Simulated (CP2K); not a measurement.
Crystal: Pd.

```xyz
1
Lattice="2.7233 0.0000 0.0000 -0.9078 2.5675 0.0000 -0.9078 -1.2838 2.2235" Properties=species:S:1:pos:R:3 pbc="T T T"
Pd    0.0000    0.0000    0.0000
```

This isn't the form of Pd at room conditions, which is fcc.

```yaml
Program: CP2K 2026.2
Task: relaxation of cell and atoms
Functional: PBEsol
Potentials_or_basis: POTENTIAL_UZH Pd GTH-PBE-q18; TZVP-MOLOPT-PBE-GTH basis
Density_cutoff: 10204 eV
k_mesh: 9 × 9 × 9
Occupations: fermi-dirac, width 0.05 eV
Spin: no spin polarisation
```

At the start: pressure -8.5 GPa; volume 15.55 Å³/atom.

**Question.** How do energy, volume and symmetry change on relaxing?

**Answer.** Over 6 steps the energy falls by 19.6 meV/atom and the volume is 14.82 Å³/atom (-4.7 %); space group Im-3m (No. 229, to 0.05 Å).

Step by step:
```
step  energy change (eV)  largest force (eV/Å)  volume (Å³)
   1              0.0000                0.0000        15.55
   2             -0.0033                0.0000        15.48
   3             -0.0190                0.0000        14.74
   4             -0.0196                0.0000        14.82
   5             -0.0196                0.0000        14.82
   6             -0.0196                0.0000        14.82
```

Final structure:
```yaml
crystal:
  lattice:
    - [2.68737, 0.00000, 0.00000]
    - [-0.90773, 2.52944, 0.00000]
    - [-0.90773, -1.28374, 2.17957]
  atoms:
    - { symbol: Pd, position: [0.00000, 0.00000, 0.00000] }
```

Caveat: the potentials were made for another functional, which shifts forces and pressure; the basis of atomic orbitals isn't converged, which shifts pressures, moduli and gaps; the real-space grid breaks the cell's symmetry a little.
